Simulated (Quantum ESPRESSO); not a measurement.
# CuAu under changes of volume

One of the cells (14.556 Å³/atom); the others are scaled copies at fixed shape and fractional positions:

```
Au Cu
1.0
     2.81075    0.00000    0.00000
     0.00000    2.81075    0.00000
     0.00000    0.00000    3.68500
Au Cu
1 1
Direct
  0.00000 0.00000 0.00000
  0.50000 0.50000 0.50000
```

- Program: Quantum ESPRESSO 7.5
- Functional: PBE
- Potentials or basis: SSSP 1.3 efficiency PBE
- Cutoff: 816 eV
- Density cutoff: 5987 eV
- k mesh: 9 × 9 × 7
- Occupations: fermi-dirac, width 0.05 eV
- Spin: no spin polarisation

```tsv
volume (Å³/atom)	energy over the lowest point (meV/atom)	pressure (GPa)
13.683	?	?
13.974	32.25	11.5
14.265	14.90	7.5
14.556	4.43	4.0
14.847	0.00	0.9
15.139	0.89	-1.9
15.430	6.42	-4.3
```

Question: What does the run at 13.683 Å³/atom give?

Answer: Energy over the lowest point 57.38 meV/atom; pressure 16.1 GPa.

Worked out: A Birch-Murnaghan fit of order 3 (a polynomial in V^(-2/3)) to the other rows has its minimum at 14.94 Å³/atom with B0 = V·E''(V) = 143 GPa and B' = 5.7 at fixed shape and positions, which overstates the stiffness. It gives 57.44 meV/atom at 13.683 Å³/atom, against the run's 57.38, and -dE/dV = 16.2 GPa, against 16.1.

Energies are extrapolated to zero smearing.
